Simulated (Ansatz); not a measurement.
TiC:

```xyz
2
Lattice="0.0000 2.1657 2.1657 2.1657 0.0000 2.1657 2.1657 2.1657 0.0000" Properties=species:S:1:pos:R:3 pbc="T T T"
Ti    0.0000    0.0000    0.0000
C     2.1657    2.1657    2.1657
```

The cell is a database's computed one.

* Program: Ansatz 0.2.0
* Task: relaxation of cell and atoms
* Functional: BLYP
* Potentials or basis: all-electron LAPW, scalar-relativistic
* Basis error allowed: 0.001 eV/atom
* k mesh: 11 × 11 × 11
* Occupations: fermi-dirac, width 0.05 eV
* Spin: no spin polarisation

At the start: volume 10.16 Å³/atom.

**Question.** Where does the relaxation end?

**Answer.** Over 5 steps the energy falls by 8.9 meV/atom and the volume is 10.51 Å³/atom (+3.4 %); space group Fm-3m (No. 225, to 0.05 Å).

Step by step:
```tsv
step	energy change (eV)	largest force (eV/Å)	volume (Å³)
1	0.0000	0.0000	20.32
2	-0.0176	0.0000	20.92
3	-0.0179	0.0000	21.01
4	-0.0179	0.0000	21.02
5	-0.0179	0.0000	21.02
```

Final structure:
```xyz
2
Lattice="0.0000 2.1903 2.1903 2.1903 0.0000 2.1903 2.1903 2.1903 0.0000" Properties=species:S:1:pos:R:3 pbc="T T T"
Ti    0.0000    0.0000    0.0000
C     2.1903    2.1903    2.1903
```
